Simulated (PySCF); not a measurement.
Checking a proposed structure

A compound C₃H₉N gives the data below (simulated from a calculation) and was assigned the structure `CCCN`.

13C{1H} NMR (computed): δ 51.6 (CH2), 40.3 (CH3), 18.3 (CH3).

1H NMR (400 MHz, computed): δ 2.63 (s, 3H), 2.59 (q, J = 7.4 Hz, 2H), 1.18 (t, J = 7.4 Hz, 3H), -0.46 (br s, 1H).

Level of theory: GFN2-xTB structure, spin–spin couplings from B3LYP/pcJ-1 (spin–dipole term only in couplings to heteroatoms), PBE0/pcSseg-1 with gauge-including orbitals, in PySCF (rapidly exchanging positions averaged, a single conformation, non-relativistic, no solvent).

Scale: 1H (σref 31.72) and 13C (σref 186.93) vs TMS (reference shieldings calculated alike).

Problem. Compare with the shifts computed for the proposed structure, pairing carbons in order of shift.

Solution. Atom-mapped SMILES (the numbers label the heavy atoms): `[CH3:1][CH2:2][CH2:3][NH2:4]`. Each H is labelled by its parent atom.

| atom | computed for proposal | given list | difference |
| --- | --- | --- | --- |
| C3 | 51.0 | 51.6 | -0.6 |
| C2 | 30.6 | 40.3 | -9.7 |
| C1 | 14.0 | 18.3 | -4.3 |

The rms difference is 6.2 ppm and the largest -9.7 ppm at C2 (sp3 CH2). The carbon types in order of shift don't match either: CH2, CH2, CH3 for the proposal against CH2, CH3, CH3 in the data. The proposal doesn't fit.

Problem. Which isomer fits?

Solution. `CCNC`.

Carbon types of the structure: 1 × CH2, 2 × CH3, leaving 1 H on heteroatoms. δC 51.6: sp3 CH2 bonded to N; deshielded by the electronegative neighbour. δC 40.3: methyl carbon bonded to N; deshielded by the electronegative neighbour. δC 18.3: methyl carbon; aliphatic region, no heteroatom directly attached. δH 2.63: hydrogen on a methyl carbon bonded to N; its carbon carries N, hence the downfield position. The protons at 1.18 and 2.59 share a coupling of 7.4 Hz (vicinal).

This is the structure that produced the data.

OH/NH shifts are gas-phase values; hydrogen bonding in solution moves them, usually downfield. Multiplet labels drop couplings under 1 Hz and merge nearly equal ones. Unscaled 3J(H,H) at this level run about 10 % above measured values. Shifts are as computed. Against solution values, carbons near 30 ppm lie about +3 ppm off and those near 130 ppm about +5 ppm. Of 1211 compounds with measured shifts, 218 miss one by over three times the rms of a fit or turn the order of signals round; such compounds aren't used in these exercises. Couplings to exchangeable protons are dropped.
